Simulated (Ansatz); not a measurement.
# TaN: the cost of one run

Computed with Ansatz 0.2.0 (DFT PBE, scalar-relativistic, plane waves, PAW, unless a step's input says otherwise).

**1. The system as given**

It takes space group P6_3mc (No. 186, hexagonal). Conventional cell: a = 3.050 Å, b = 3.050 Å, c = 4.940 Å, α = 90.00°, β = 90.00°, γ = 120.00°. Ta (site symmetry 3m) is surrounded by 4 N at 1.85 to 1.90 Å. Around N (site symmetry 3m) lie 4 Ta at 1.85 to 1.90 Å.

As a file:

```cif
data_structure
_symmetry_space_group_name_H-M 'P6_3mc'
_symmetry_Int_Tables_number 186
_cell_length_a 3.0500
_cell_length_b 3.0500
_cell_length_c 4.9400
_cell_angle_alpha 90.000
_cell_angle_beta 90.000
_cell_angle_gamma 120.000
_cell_volume 39.80
loop_
_atom_site_label
_atom_site_type_symbol
_atom_site_symmetry_multiplicity
_atom_site_Wyckoff_symbol
_atom_site_fract_x
_atom_site_fract_y
_atom_site_fract_z
_atom_site_occupancy
Ta1 Ta 2 b 0.33333 0.66667 0.00000 1
N1 N 2 b 0.33333 0.66667 0.61500 1
```

The runs take a perfect supercell of 48 atoms; the defect goes to fractional position (0.359, 0.193, 0.167).

**2. The perfect supercell**

File input.yaml:

```yaml
crystal:
  lattice:
    - [-4.575, 2.641377, 4.94]
    - [4.575, -2.641377, 4.94]
    - [4.575, 7.924132, -4.94]
  atoms:
    - { symbol: Ta, position: [0.166666, 0.0, 0.166667] }
    - { symbol: Ta, position: [0.666666, 0.5, 0.166667] }
    - { symbol: Ta, position: [0.5, 0.833334, 0.333333] }
    - { symbol: Ta, position: [0.0, 0.333334, 0.333333] }
    - { symbol: Ta, position: [0.833333, 0.666667, 0.5] }
    - { symbol: Ta, position: [0.333333, 0.166667, 0.5] }
    - { symbol: Ta, position: [0.166666, 0.5, 0.666667] }
    - { symbol: Ta, position: [0.666666, 0.0, 0.666667] }
    - { symbol: Ta, position: [0.5, 0.333334, 0.833333] }
    - { symbol: Ta, position: [0.0, 0.833334, 0.833333] }
    - { symbol: Ta, position: [0.833333, 0.166667, 0.0] }
    - { symbol: Ta, position: [0.333333, 0.666667, 0.0] }
    - { symbol: Ta, position: [0.25, 0.416666, 0.166667] }
    - { symbol: Ta, position: [0.75, 0.916666, 0.166667] }
    - { symbol: Ta, position: [0.583334, 0.25, 0.333333] }
    - { symbol: Ta, position: [0.083334, 0.75, 0.333333] }
    - { symbol: Ta, position: [0.916667, 0.083333, 0.5] }
    - { symbol: Ta, position: [0.416667, 0.583333, 0.5] }
    - { symbol: Ta, position: [0.25, 0.916666, 0.666667] }
    - { symbol: Ta, position: [0.75, 0.416666, 0.666667] }
    - { symbol: Ta, position: [0.583334, 0.75, 0.833333] }
    - { symbol: Ta, position: [0.083334, 0.25, 0.833333] }
    - { symbol: Ta, position: [0.916667, 0.583333, 0.0] }
    - { symbol: Ta, position: [0.416667, 0.083333, 0.0] }
    - { symbol: "N", position: [0.359166, 0.1925, 0.166667] }
    - { symbol: "N", position: [0.859166, 0.6925, 0.166667] }
    - { symbol: "N", position: [0.6925, 0.025834, 0.333333] }
    - { symbol: "N", position: [0.1925, 0.525834, 0.333333] }
    - { symbol: "N", position: [0.025833, 0.859167, 0.5] }
    - { symbol: "N", position: [0.525833, 0.359167, 0.5] }
    - { symbol: "N", position: [0.359166, 0.6925, 0.666667] }
    - { symbol: "N", position: [0.859166, 0.1925, 0.666667] }
    - { symbol: "N", position: [0.6925, 0.525834, 0.833333] }
    - { symbol: "N", position: [0.1925, 0.025834, 0.833333] }
    - { symbol: "N", position: [0.025833, 0.359167, 0.0] }
    - { symbol: "N", position: [0.525833, 0.859167, 0.0] }
    - { symbol: "N", position: [0.4425, 0.609166, 0.166667] }
    - { symbol: "N", position: [0.9425, 0.109166, 0.166667] }
    - { symbol: "N", position: [0.775834, 0.4425, 0.333333] }
    - { symbol: "N", position: [0.275834, 0.9425, 0.333333] }
    - { symbol: "N", position: [0.109167, 0.275833, 0.5] }
    - { symbol: "N", position: [0.609167, 0.775833, 0.5] }
    - { symbol: "N", position: [0.4425, 0.109166, 0.666667] }
    - { symbol: "N", position: [0.9425, 0.609166, 0.666667] }
    - { symbol: "N", position: [0.775834, 0.9425, 0.833333] }
    - { symbol: "N", position: [0.275834, 0.4425, 0.833333] }
    - { symbol: "N", position: [0.109167, 0.775833, 0.0] }
    - { symbol: "N", position: [0.609167, 0.275833, 0.0] }
basis:
  ecutwfc: 420
  fft_grid_basis: typed
kpoints:
  mp_grid: { grid: [2, 2, 2] }
hamiltonian:
  xc: pbe
  pseudopotentials: { kind: paw }
scf:
  occupations: { method: gaussian, width: 0.05 }
output:
  forces: true
  stress: false
  eigenvalues: true
  bader: false
  write_density: true
  volumetric_format: npy
```

On the command line:

```
$ ansatz run input.yaml --threads 8 --pin off --max-ram 16384MiB --backend cpu --events-out ev --progress --plain --runs-dir out
```

Q: Estimate wall time and peak memory on 8 threads of Arm Neoverse N1, shared host.

About 10 s, with a peak of 2.9 GiB.
